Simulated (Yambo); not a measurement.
AlN:

```xyz
2
Lattice="0.0000 2.1840 2.1840 2.1840 0.0000 2.1840 2.1840 2.1840 0.0000" Properties=species:S:1:pos:R:3 pbc="T T T"
Al    0.0000    0.0000    0.0000
N     1.0920    1.0920    1.0920
```

Measurements of this composition are mostly on another form, of space group No. 186.

Base run:

| Property | Result |
| --- | --- |
| Program | Yambo 5.3.0 |
| Functional | LDA |
| Potentials or basis | PseudoDojo 0.4.1 SR LDA standard |
| Cutoff | 1143 eV |
| Density cutoff | 4572 eV |
| k mesh | 6 × 6 × 6 |
| Occupations | fixed |
| Spin | no spin polarisation |

Its results: band gap on the k mesh, mean-field level 3.26 eV, indirect (least direct gap 4.24 eV).

**Question.** The run is repeated on the same cell with these changes: functional from LDA to PBEsol; potentials or basis from PseudoDojo 0.4.1 SR LDA standard to PseudoDojo 0.4.1 SR PBEsol standard. What comes out?

**Answer.** Band gap on the k mesh, mean-field level 3.19 eV, indirect (least direct gap 4.12 eV).

A k mesh can miss the band edges.
